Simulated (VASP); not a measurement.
## ZnS (Sphalerite): input slips in a relaxation and what they do

Aim: see how common mistakes in a VASP relaxation show up, on ZnS (Sphalerite). The starting structure is a measured crystal structure from the Crystallography Open Database. The first relaxation on each setting starts from this cell expanded by 3 % in volume.

Program: VASP 6.6.1. Level of theory: Kohn-Sham DFT with plane waves and PAW; PBEsol. Results are calculated unless marked as measured.

## (1) Set-up

Symmetry: F-43m, No. 216, cubic system. The conventional cell has a = 5.409 Å, b = 5.409 Å, c = 5.409 Å, α = 90.00°, β = 90.00°, γ = 90.00°. Zn has 4 S at 2.34 Å nearest. Nearest to S lie 4 Zn at 2.34 Å. Farther neighbours and most contacts between anions are not listed.

## (2) Reference relaxation

This run starts from the cell of an earlier relaxation, which isn't shown; the restart sets up the plane waves anew.

File INCAR:

```
SYSTEM = ZnS
PREC = Accurate
ENCUT = 450
EDIFF = 1E-06
NELM = 100
ISMEAR = 0
SIGMA = 0.03
LREAL = .FALSE.
ALGO = Normal
GGA = PS
NBANDS = 15
LORBIT = 11
LWAVE = .FALSE.
LCHARG = .FALSE.
KPAR = 8
IBRION = 2
NSW = 50
ISIF = 3
EDIFFG = -0.006
```

File POSCAR:

```
ZnS
1.0
    0.0000000000      2.6797879172      2.6797879172
    2.6797879172      0.0000000000      2.6797879172
    2.6797879172      2.6797879172      0.0000000000
Zn S
1 1
Direct
    0.0000000000      0.0000000000      0.0000000000
    0.7500000000      0.7500000000      0.7500000000
```

File KPOINTS:

```
Automatic mesh
0
Gamma
8 8 8
0 0 0
```

Potentials, in the order of the species: Zn and S (PBE family, release 64).

Started as:

```
> mpirun -np 8 vasp_std
```

Log:

```text
[banner, memory and clock lines left out]
running    8 mpi-ranks, on    1 nodes
 distrk:  each k-point on    1 cores,    8 groups
 distr:  one band on    1 cores,    1 groups

 POSCAR found type information on POSCAR ZnS
 POSCAR found :  2 types and       2 ions
|                                                                             |
|           W    W    AA    RRRRR   N    N  II  N    N   GGGG   !!!           |
|           W    W   A  A   R    R  NN   N  II  NN   N  G    G  !!!           |
|           W    W  A    A  R    R  N N  N  II  N N  N  G       !!!           |
|           W WW W  AAAAAA  RRRRR   N  N N  II  N  N N  G  GGG   !            |
|           WW  WW  A    A  R   R   N   NN  II  N   NN  G    G                |
|           W    W  A    A  R    R  N    N  II  N    N   GGGG   !!!           |
|                                                                             |
|     For optimal performance we recommend to set                             |
|       NCORE = 2 up to number-of-cores-per-socket                            |
|     NCORE specifies how many cores store one orbital (NPAR=cpu/NCORE).      |
|     This setting can greatly improve the performance of VASP for DFT.       |
|     The default, NCORE=1 might be grossly inefficient on modern             |
|     multi-core architectures or massively parallel machines. Do your        |
|     Unfortunately you need to use the default for GW and RPA                |
|     calculations (for HF NCORE is supported but not extensively tested      |
|     yet).                                                                   |
|                                                                             |

|                                                                             |
|               ----> ADVICE to this user running VASP <----                  |
|                                                                             |
|     You enforced a specific xc type in the INCAR file but a different       |
|     [... a line on the potential file left out ...]
|     I HOPE YOU KNOW WHAT YOU ARE DOING!                                     |
|                                                                             |

 LDA part: xc-table for (Slater+PW92), standard interpolation
 POSCAR, INCAR and KPOINTS ok, starting setup
 FFT: planning ... GRIDC
 FFT: planning ... GRID_SOFT
 FFT: planning ... GRID
 WAVECAR not read
 entering main loop
       N       E                     dE             d eps       ncg     rms          rms(c)
DAV:   1     0.834595047491E+02    0.83460E+02   -0.84679E+03   870   0.133E+03
DAV:   2    -0.269508066835E+01   -0.86155E+02   -0.80721E+02   975   0.249E+02
DAV:   3    -0.794033982776E+01   -0.52453E+01   -0.52248E+01  1073   0.630E+01
DAV:   4    -0.799518292521E+01   -0.54843E-01   -0.54831E-01  1059   0.686E+00
DAV:   5    -0.799587006146E+01   -0.68714E-03   -0.68713E-03  1052   0.729E-01    0.699E+00
DAV:   6    -0.760945244326E+01    0.38642E+00   -0.84824E-01  1244   0.349E+01    0.544E+00
DAV:   7    -0.759002268386E+01    0.19430E-01   -0.25725E-01   982   0.527E+00    0.263E+00
DAV:   8    -0.758677517887E+01    0.32475E-02   -0.53144E-03  1186   0.965E-01    0.636E-01
DAV:   9    -0.758657968055E+01    0.19550E-03   -0.10153E-03  1024   0.285E-01    0.935E-02
DAV:  10    -0.758666306136E+01   -0.83381E-04   -0.16125E-04  1088   0.992E-02    0.275E-02
DAV:  11    -0.758665486043E+01    0.82009E-05   -0.27813E-05  1024   0.438E-02    0.607E-03
DAV:  12    -0.758665511542E+01   -0.25499E-06   -0.31808E-06  1038   0.176E-02
   1 F= -.75866551E+01 E0= -.75866551E+01  d E =-.758666E+01
 curvature:   0.00 expect dE= 0.000E+00 dE for cont linesearch  0.000E+00
 trial: gam= 0.00000 g(F)=  0.168E-45 g(S)=  0.178E-05 ort = 0.000E+00 (trialstep = 0.100E+01)
 search vector abs. value=  0.178E-05
 reached required accuracy - stopping structural energy minimisation
```

The job ended after 2.2 s (8 MPI ranks of Intel Xeon 6975P-C (Granite Rapids), shared host; peak memory 1.2 GiB).

Lines that name or quote the potential files are left out of all logs, and their timing lines are given in words.

OUTCAR, selected parts (step 2):

```text
ion  position               nearest neighbor table
   1  0.000  0.000  0.000-   2 2.32   2 2.32   2 2.32   2 2.32
   2  0.750  0.750  0.750-   1 2.32   1 2.32   1 2.32   1 2.32

  LATTYP: Found a face centered cubic cell.
 ALAT       =     5.3595758344

 Subroutine GETGRP returns: Found 24 space group operations
 (whereof 24 operations were pure point group operations)

The static configuration has the point symmetry T_d .

 Found     29 irreducible k-points:

   k-points           NKPTS =     29   k-points in BZ     NKDIM =     29   number of bands    NBANDS=     15

   dimension x,y,z NGX =    28 NGY =   28 NGZ =   28
   dimension x,y,z NGXF=    56 NGYF=   56 NGZF=   56

   ENCUT  =  450.0 eV  33.07 Ry    5.75 a.u.   6.56  6.56  6.56*2*pi/ulx,y,z

   NELECT =      18.0000    total number of electrons

 k-points in reciprocal lattice and weights: Automatic mesh
   0.00000000  0.00000000  0.00000000       0.002
   0.12500000  0.00000000  0.00000000       0.016
   0.25000000  0.00000000  0.00000000       0.016
   0.37500000  0.00000000  0.00000000       0.016
   0.50000000  0.00000000  0.00000000       0.008
   0.12500000  0.12500000  0.00000000       0.012
   0.25000000  0.12500000  0.00000000       0.047
   0.37500000  0.12500000  0.00000000       0.047
   0.50000000  0.12500000  0.00000000       0.047
[...]
-0.37500000  0.50000000  0.12500000       0.023
  -0.25000000  0.50000000  0.25000000       0.012

 average (electrostatic) potential at core
       1 -35.9125       2 -88.5132

 E-fermi :   2.4112

 k-point     1 :       0.0000    0.0000    0.0000
  band No.  band energies     occupation
    ...
      5      -3.6994      2.00000
      6      -3.6994      2.00000
      7       2.2485      2.00000
      8       2.2485      2.00000
      9       2.2485      2.00000
     10       4.3323      0.00000
     11       8.5367      0.00000
     12       8.5367      0.00000
     13       8.5367      0.00000
     14      14.0126      0.00000
    ...

 k-point     2 :       0.1250    0.0000    0.0000
  band No.  band energies     occupation
    ...
      5      -3.7012      2.00000
      6      -3.7012      2.00000
      7       1.0883      2.00000
      8       2.0918      2.00000
      9       2.0918      2.00000
     10       5.1700      0.00000
     11       8.4488      0.00000
     12       8.8014      0.00000
     13       8.8014      0.00000
     14      13.3736      0.00000
    ...

 k-point     3 :       0.2500    0.0000    0.0000
  band No.  band energies     occupation
    ...
      5      -3.6979      2.00000
      6      -3.6979      2.00000
      7      -0.6880      2.00000
      8       1.7526      2.00000
      9       1.7526      2.00000
     10       5.6819      0.00000
     11       9.1306      0.00000
     12       9.1799      0.00000
     13       9.1799      0.00000
     14      13.1633      0.00000
    ...

  Total       -0.0049629     -0.0049629     -0.0049629      0.0000000      0.0000000     -0.0000000
  in kB       -0.2065945     -0.2065945     -0.2065945      0.0000000      0.0000000     -0.0000000
  external PRESSURE =      -0.2065945 kB  Pullay stress =       0.0000000 kB

  energy-cutoff  :      450.00
  volume of cell :       38.49
      direct lattice vectors                 reciprocal lattice vectors
     0.000000000  2.679787917  2.679787917    -0.186581929  0.186581929  0.186581929
     2.679787917  0.000000000  2.679787917     0.186581929 -0.186581929  0.186581929
     2.679787917  2.679787917  0.000000000     0.186581929  0.186581929 -0.186581929

 POSITION                                       TOTAL-FORCE (eV/Angst)
 -----------------------------------------------------------------------------------
      0.00000      0.00000      0.00000         0.000000     -0.000000     -0.000000
      4.01968      4.01968      4.01968        -0.000000      0.000000      0.000000
 -----------------------------------------------------------------------------------
    total drift:                               -0.000002     -0.000002     -0.000002

  FREE ENERGIE OF THE ION-ELECTRON SYSTEM (eV)
  ---------------------------------------------------
  free  energy   TOTEN  =        -7.5866551154 eV

  energy  without entropy=       -7.5866551154  energy(sigma->0) =       -7.58665512

 reached required accuracy - stopping structural energy minimisation

 total charge
# of ion       s       p       d       tot
------------------------------------------
    1        0.532   0.504   9.801  10.837
    2        1.309   2.422   0.000   3.730
--------------------------------------------------
tot          1.841   2.925   9.801  14.567

[... 3 further parts left out ...]
```

The PAW data sets were made with PBE, which is usual practice but a small mismatch for other functionals. The run keeps the 24 symmetry operations of its start, so it cannot find a distortion of lower symmetry.

The reference relaxation ends at 19.244 Å³ an atom. Pressures at 0.985 and 1.015 times this volume, from two more relaxations that aren't shown, give a bulk modulus of 78.8 GPa.

## (3) Relaxation with a loose energy criterion for the relaxation

A slip made on purpose: a loose energy criterion for the relaxation. Against step 2 the input has EDIFFG = 0.1 (also changed: NELM).

INCAR, as its differences from that of step 2:

```diff
@@ -4,3 +4,3 @@
 EDIFF = 1E-06
-NELM = 100
+NELM = 60
 ISMEAR = 0
@@ -18,2 +18,2 @@
 ISIF = 3
-EDIFFG = -0.006
+EDIFFG = 0.1
```

File POSCAR:

```
ZnS
1.0
    0.0000000000      2.7314304545      2.7314304545
    2.7314304545      0.0000000000      2.7314304545
    2.7314304545      2.7314304545      0.0000000000
Zn S
1 1
Direct
    0.0000000000      0.0000000000      0.0000000000
    0.7500000000      0.7500000000      0.7500000000
```

KPOINTS is that of step 2.

Started as:

```
> mpirun -np 8 vasp_std
```

Log:

```text
[banner, memory and clock lines left out]
running    8 mpi-ranks, on    1 nodes
[...]
[... a notice as in an earlier step ...]

 [... a notice as in an earlier step ...]

 LDA part: xc-table for (Slater+PW92), standard interpolation
 POSCAR, INCAR and KPOINTS ok, starting setup
[...]
entering main loop
       N       E                     dE             d eps       ncg     rms          rms(c)
DAV:   1     0.833321980925E+02    0.83332E+02   -0.83729E+03   870   0.129E+03
DAV:   2    -0.246539155276E+01   -0.85798E+02   -0.80825E+02   975   0.251E+02
DAV:   3    -0.790114050209E+01   -0.54357E+01   -0.54098E+01  1059   0.637E+01
DAV:   4    -0.796100384252E+01   -0.59863E-01   -0.59848E-01  1052   0.697E+00
[...]
DAV:  10    -0.755840971154E+01   -0.90159E-04   -0.14414E-04  1032   0.971E-02    0.300E-02
DAV:  11    -0.755840476043E+01    0.49511E-05   -0.19529E-05  1087   0.446E-02    0.650E-03
DAV:  12    -0.755840503168E+01   -0.27125E-06   -0.24793E-06   982   0.228E-02
[...]
DAV:   9    -0.758521865349E+01   -0.82587E-07   -0.27895E-06   785   0.357E-02
   2 F= -.75852187E+01 E0= -.75852187E+01  d E =-.268136E-01
 trial-energy change:   -0.026814  1 .order   -0.025134   -0.074649    0.024381
 step:   0.7717(harm=  0.7538)  dis= 0.00000  next Energy=    -7.587981 (dE=-0.296E-01)
[...]
N       E                     dE             d eps       ncg     rms          rms(c)
DAV:   1    -0.764433910687E+01   -0.59121E-01   -0.63839E-01  1045   0.181E+01    0.170E+00
DAV:   2    -0.759549609982E+01    0.48843E-01   -0.14291E-01  1080   0.106E+01    0.659E-01
DAV:   3    -0.758977498096E+01    0.57211E-02   -0.59973E-03   996   0.679E-01    0.302E-01
DAV:   4    -0.758837437909E+01    0.14006E-02   -0.64179E-04  1122   0.427E-01    0.140E-01
DAV:   5    -0.758814520694E+01    0.22917E-03   -0.21051E-04  1304   0.253E-01    0.247E-02
DAV:   6    -0.758814475752E+01    0.44943E-06   -0.55897E-05   940   0.710E-02    0.134E-02
DAV:   7    -0.758814596442E+01   -0.12069E-05   -0.16530E-06   671   0.267E-02    0.297E-03
DAV:   8    -0.758814577167E+01    0.19275E-06   -0.89574E-07   498   0.157E-02
   3 F= -.75881458E+01 E0= -.75881458E+01  d E =-.297407E-01
[...]
reached required accuracy - stopping structural energy minimisation
```

It took 4.4 s on 8 MPI ranks; peak memory 1.4 GiB; 30 s of CPU time.

From OUTCAR (step 3):

```text
  Total        0.0095237      0.0095237      0.0095237     -0.0000000      0.0000000      0.0000000
  in kB        0.3964450      0.3964450      0.3964450     -0.0000000      0.0000000      0.0000000
  external PRESSURE =       0.3964450 kB  Pullay stress =       0.0000000 kB

 POSITION                                       TOTAL-FORCE (eV/Angst)
 -----------------------------------------------------------------------------------
      0.00000      0.00000      0.00000         0.000000      0.000000      0.000000
      4.01968      4.01968      4.01968        -0.000000     -0.000000     -0.000000
 -----------------------------------------------------------------------------------
    total drift:                               -0.000002     -0.000002     -0.000002

  FREE ENERGIE OF THE ION-ELECTRON SYSTEM (eV)
  ---------------------------------------------------
  free  energy   TOTEN  =        -7.5881457717 eV

  energy  without entropy=       -7.5881457717  energy(sigma->0) =       -7.58814577

[... 3 parts as in an earlier step ...]

[... 1 further part left out ...]
[key lines of the parts left out:]
E-fermi :   2.4113
```

With a loose energy criterion for the relaxation the cell ends at 19.244 Å³ an atom, +0.00 % from the reference.

## (4) Relaxation with an ionic step far too long

A slip made on purpose: an ionic step far too long. Against step 2 the input has IBRION = 1 and POTIM = 2 (also changed: NELM and NSW).

INCAR, as its differences from that of step 3:

```diff
@@ -15,5 +15,6 @@
 KPAR = 8
-IBRION = 2
-NSW = 50
+IBRION = 1
+NSW = 30
 ISIF = 3
-EDIFFG = 0.1
+EDIFFG = -0.006
+POTIM = 2
```

POSCAR is that of step 3.

KPOINTS is that of step 3.

Started as:

```
> mpirun -np 8 vasp_std
```

Log:

```text
[... set-up lines as in an earlier step ...]
 entering main loop
       N       E                     dE             d eps       ncg     rms          rms(c)
[... 12 cycles as in an earlier step ...]
   1 F= -.75584050E+01 E0= -.75584050E+01  d E =-.755841E+01
[...]
2 F= -.68426996E+01 E0= -.68426996E+01  d E =0.715705E+00
[...]
3 F= -.75864466E+01 E0= -.75864466E+01  d E =-.743747E+00
[...]
4 F= -.75879515E+01 E0= -.75879515E+01  d E =-.150483E-02
[...]
5 F= -.75881421E+01 E0= -.75881421E+01  d E =-.190618E-03
 BRION: g(F)=  0.424E-44 g(S)=  0.203E-04 retain N=  1 mean eig= 0.20
 eig:   0.204
 reached required accuracy - stopping structural energy minimisation
```

It took 7 s on 8 MPI ranks; peak memory 1.5 GiB; 50 s of CPU time.

Parts of OUTCAR (step 4):

```text
  Total        0.0083818      0.0083818      0.0083818     -0.0000000      0.0000000     -0.0000000
  in kB        0.3490708      0.3490708      0.3490708     -0.0000000      0.0000000     -0.0000000
  external PRESSURE =       0.3490708 kB  Pullay stress =       0.0000000 kB

 POSITION                                       TOTAL-FORCE (eV/Angst)
 -----------------------------------------------------------------------------------
     -0.00000     -0.00000     -0.00000        -0.000000     -0.000000     -0.000000
      4.01908      4.01908      4.01908         0.000000      0.000000      0.000000
 -----------------------------------------------------------------------------------
    total drift:                               -0.000002     -0.000002     -0.000002

  FREE ENERGIE OF THE ION-ELECTRON SYSTEM (eV)
  ---------------------------------------------------
  free  energy   TOTEN  =        -7.5881420854 eV

  energy  without entropy=       -7.5881420854  energy(sigma->0) =       -7.58814209

[... 2 parts as in an earlier step ...]

[... 2 further parts left out ...]
[key lines of the parts left out:]
E-fermi :   2.4150
```

With an ionic step far too long the cell ends at 19.236 Å³ an atom, -0.05 % from the reference.

## (5) Relaxation with too few ionic steps

A slip made on purpose: too few ionic steps. Against step 2 the input has NSW = 2 (also changed: NELM).

INCAR, as its differences from that of step 4:

```diff
@@ -15,6 +15,5 @@
 KPAR = 8
-IBRION = 1
-NSW = 30
+IBRION = 2
+NSW = 2
 ISIF = 3
 EDIFFG = -0.006
-POTIM = 2
```

POSCAR is that of step 4.

KPOINTS is that of step 4.

Started as:

```
> mpirun -np 8 vasp_std
```

Log:

```text
[... set-up lines as in an earlier step ...]
 entering main loop
       N       E                     dE             d eps       ncg     rms          rms(c)
[... 12 cycles as in an earlier step ...]
   1 F= -.75584050E+01 E0= -.75584050E+01  d E =-.755841E+01
[...]
N       E                     dE             d eps       ncg     rms          rms(c)
[... 9 cycles as in an earlier step ...]
   2 F= -.75852187E+01 E0= -.75852187E+01  d E =-.268136E-01
 trial-energy change:   -0.026814  1 .order   -0.025134   -0.074649    0.024381
 step:   0.7717(harm=  0.7538)  dis= 0.00000  next Energy=    -7.587981 (dE=-0.296E-01)
```

Run time: 3.4 s. Hardware: 8 MPI ranks; peak memory 1.4 GiB.

[end of part 1 of 2]

[Lines on the potential files, build, host, timing and source positions are cut from VASP's logs without a mark.]

[Logs are printed without paths, hosts, clocks, repeated set-up lines and the standing remarks that a program may print on its own settings, such as how far it seeks lower states.]

[Hosts, paths, dates, database ids (printed as entryN), source tags and the programs' standing remarks are cut or masked in the printed files.]
